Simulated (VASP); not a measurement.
Here is a VASP 6.6.1 calculation.

Contents of INCAR:

```
SYSTEM = LiH
  ALGO = Normal
  EDIFF = 1E-6
  EDIFFG = -0.01
  ENCUT = 600
  GGA = PS
  IBRION = 2
  ISIF = 3
  ISMEAR = 0
  LASPH = .True.
  LCHARG = .False.
  LREAL = .False.
  LWAVE = .False.
  NELM = 80
  NSW = 90
  PREC = Accurate
  SIGMA = 0.03
```

KPOINTS

```
k-points
0
Gamma
  12 12 12
  0 0 0
```

POSCAR

```
LiH
1.0
    0.0000000000      2.0367500000      2.0367500000
    2.0367500000      0.0000000000      2.0367500000
    2.0367500000      2.0367500000      0.0000000000
Li H
1 1
Direct
    0.0000000000      0.0000000000      0.0000000000
    0.5000000000      0.5000000000      0.5000000000
```

Potentials or basis: VASP PAW PBE potentials, release 64 (Li_sv, H).

The run is started by

```bash
$ cat potpaw_PBE.64/Li_sv/POTCAR potpaw_PBE.64/H/POTCAR > POTCAR
$ mpirun -np 1 vasp_std > vasp.out
```

(1) Estimate the space group after relaxing (to 0.05 Å).

(2) Estimate the band gap on the k mesh.

(3) What does it give for the relaxed cell?

Results:

(1) Fm-3m (No. 225).

(2) 2.72 eV, direct.

(3) a = 2.809 Å, b = 2.809 Å, c = 2.809 Å, α = 60.00°, β = 60.00°, γ = 60.00°.
